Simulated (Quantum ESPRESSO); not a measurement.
A calculation with Quantum ESPRESSO 7.5 of WS2 (ASE script, Cartesian positions):

File run.py:

```python
import numpy as np
from ase.calculators.espresso import Espresso, EspressoProfile
from ase.io import read

atoms = read('WS2.xyz')

input_data = {
    'control': {'calculation': 'scf', 'prefix': 'pwscf', 'outdir': './tmp', 'tprnfor': True, 'tstress': True, 'disk_io': 'nowf'},
    'system': {'ecutwfc': 56.0, 'ecutrho': 448.0, 'nbnd': 20, 'occupations': 'smearing', 'smearing': 'fd', 'degauss': 0.00367493},
    'electrons': {'conv_thr': 6e-10, 'electron_maxstep': 120, 'mixing_beta': 0.5},
}
pseudopotentials = {'S': 's_pbesol_v1.4.uspp.F.UPF', 'W': 'w_pbesol_v1.2.uspp.F.UPF'}
profile = EspressoProfile(command='mpirun -n 2 pw.x -nk 2', pseudo_dir='pseudo')
dft = Espresso(profile=profile, input_data=input_data, pseudopotentials=pseudopotentials, kpts=(10, 10, 10), koffset=(0, 0, 0))
atoms.calc = dft

print(f'energy {atoms.get_potential_energy():.8f} eV')
print('forces (eV/A)')
print(np.round(atoms.get_forces(), 6))
print('stress (eV/A^3, Voigt)')
print(np.round(atoms.get_stress(), 8))
print(f'Fermi level {dft.get_fermi_level():.4f} eV')
```

The input WS2.xyz:

```xyz
3
Lattice="1.5790000000 0.9116360751 6.1633333333 -1.5790000000 0.9116360751 6.1633333333 0.0000000000 -1.8232721501 6.1633333333" Properties=species:S:1:pos:R:3 pbc="T T T"
W      0.0000000000      0.0000000000      0.0000000000
S      0.0000000000      0.0000000001     10.7426899999
S      0.0000000000      0.0000000001     13.8730469999
```

Potentials or basis: GBRV 1.5 PBEsol.

Command:

```bash
$ OMP_NUM_THREADS=1 python run.py
```

Measurements of this composition are mostly on another form, of space group No. 194.

Q: Write the same calculation in another form: native input, structure typed inline.

A: As run:

Contents of pw.in:

```
&CONTROL
  calculation = 'scf'
  prefix = 'pwscf'
  outdir = './tmp'
  pseudo_dir = './pseudo'
  tprnfor = .true.
  tstress = .true.
  disk_io = 'low'
/
&SYSTEM
  ibrav = 0
  celldm(1) = 8
  nat = 3
  ntyp = 2
  ecutwfc = 56
  ecutrho = 448
  nbnd = 20
  occupations = 'smearing'
  smearing = 'fd'
  degauss = 0.00367493
/
&ELECTRONS
  conv_thr = 6d-10
  electron_maxstep = 120
  mixing_beta = 0.5
/
ATOMIC_SPECIES
W    183.8400 w_pbesol_v1.2.uspp.F.UPF
S     32.0600 s_pbesol_v1.4.uspp.F.UPF
CELL_PARAMETERS alat
  0.3729846938480   0.2153428134085   1.4558765018392
 -0.3729846938480   0.2153428134085   1.4558765018392
  0.0000000000000  -0.4306856267933   1.4558765018392
ATOMIC_POSITIONS crystal
W      0.0000000000    0.0000000000    0.0000000000
S      0.5810000000    0.5810000000    0.5810000000
S      0.7503000000    0.7503000000    0.7503000000
K_POINTS automatic
10 10 10 0 0 0
```

pp_density.in

```
&INPUTPP
  prefix = 'pwscf'
  outdir = './tmp'
  filplot = 'density.dat'
  plot_num = 0
/
&PLOT
  nfile = 1
  filepp(1) = 'density.dat'
  iflag = 3
  output_format = 6
  fileout = 'density.cube'
/
```

The input pp_potential.in:

```
&INPUTPP
  prefix = 'pwscf'
  outdir = './tmp'
  filplot = 'potential.dat'
  plot_num = 11
/
&PLOT
  nfile = 1
  filepp(1) = 'potential.dat'
  iflag = 3
  output_format = 6
  fileout = 'potential.cube'
/
```

Potentials or basis: GBRV 1.5 PBEsol.

Run with:

```bash
$ OMP_NUM_THREADS=1 mpirun -n 2 pw.x -nk 2 -in pw.in > pw.out
$ OMP_NUM_THREADS=1 mpirun -n 1 pp.x -in pp_density.in > pp_density.out
$ OMP_NUM_THREADS=1 mpirun -n 1 pp.x -in pp_potential.in > pp_potential.out
```

Both were run:

|  | ASE script, Cartesian positions | native input, structure typed inline |
| --- | --- | --- |
| Pressure | -0.4 GPa | -0.4 GPa |
| Largest force | 0.603 eV/Å | 0.603 eV/Å |
| Band gap on the k mesh | 1.02 eV, indirect (least direct gap 2.23 eV) | 1.02 eV, indirect (least direct gap 2.23 eV) |

Keys that steer only the numerical path or the files written may differ.

Caveat: spin-orbit coupling is left out, which moves the levels of the heavy elements.
